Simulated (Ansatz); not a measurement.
# Ge: the cost of one run

Program: Ansatz 0.2.0. Level of theory: DFT PBE, scalar-relativistic, plane waves, PAW, unless a step names another level. These are calculated values, not measurements.

1 further run of the same task is left out (set aside as unsound or not needed).

## Step 1: The system as given

It takes space group P-6m2 (No. 187, hexagonal). Conventional cell: a = 4.063 Å, b = 4.063 Å, c = 20.035 Å, α = 90.00°, β = 90.00°, γ = 120.00°. Ge (site symmetry 3m) is surrounded by 4 Ge at 2.49 to 2.51 Å. Ge (site symmetry 3m) is surrounded by 4 Ge at 2.49 Å.

Coordinates:

```
CELL_PARAMETERS angstrom
4.06322 0.00000 0.00000
-2.03161 3.51886 0.00000
0.00000 0.00000 20.03493
ATOMIC_POSITIONS crystal
Ge 0.00000 0.00000 0.60443
Ge 0.00000 0.00000 0.27034
Ge 0.66667 0.33333 0.43748
Ge 0.66667 0.33333 0.77142
Ge 0.66667 0.33333 0.10448
Ge 0.33333 0.66667 0.93730
Ge 0.00000 0.00000 0.39557
Ge 0.00000 0.00000 0.72966
Ge 0.66667 0.33333 0.22858
Ge 0.66667 0.33333 0.56252
Ge 0.66667 0.33333 0.89552
Ge 0.33333 0.66667 0.06270
```

It is the end of an earlier relaxation with the same method, from a generated guess; it is a trial structure. At a tolerance of 0.05 Å it has space group P-6m2 (No. 187); it has 23.87 Å³/atom, an uncorrected energy of +0.01 eV/atom over the standard state and, on its mesh, gap none (metal).

## Step 2: Elastic constants, atoms relaxed

Contents of input.yaml:

```yaml
crystal:
  lattice:
    - [4.0633838346, -2.89e-08, 0.0]
    - [-2.0316918923, 3.5189936405, 0.0]
    - [0.0, 0.0, 20.0407796547]
  atoms:
    - { symbol: Ge, position: [0.0, 0.0, 0.6044253037] }
    - { symbol: Ge, position: [0.0, 0.0, 0.2703516754] }
    - { symbol: Ge, position: [0.6666666667, 0.3333333333, 0.4375036159] }
    - { symbol: Ge, position: [0.6666666667, 0.3333333333, 0.7714319371] }
    - { symbol: Ge, position: [0.6666666667, 0.3333333333, 0.1044769501] }
    - { symbol: Ge, position: [0.3333333333, 0.6666666667, 0.9373057478] }
    - { symbol: Ge, position: [0.0, 0.0, 0.3955746963] }
    - { symbol: Ge, position: [0.0, 0.0, 0.7296483246] }
    - { symbol: Ge, position: [0.6666666667, 0.3333333333, 0.2285680629] }
    - { symbol: Ge, position: [0.6666666667, 0.3333333333, 0.5624963841] }
    - { symbol: Ge, position: [0.6666666667, 0.3333333333, 0.8955230499] }
    - { symbol: Ge, position: [0.3333333333, 0.6666666667, 0.0626942522] }
basis:
  ecutwfc: 420
kpoints:
  mp_grid: { grid: [12, 12, 2] }
hamiltonian:
  xc: pbe
scf:
  occupations: { method: fermi_dirac, width: 0.15 }
output:
  forces: true
  stress: true
  eigenvalues: true
elastic:
  mode: relaxed_ion
  amplitude: 0.005
  stencil: two_point
```

Started as:

```bash
$ ansatz run input.yaml --threads 4 --pin off --max-ram 8192MiB --backend cpu --events-out ev --progress --plain --runs-dir out
```

Q: Estimate wall time and peak memory on 4 threads of Intel Xeon 6975P-C (Granite Rapids), shared host.

About 22 min, with a peak of 4 GiB.
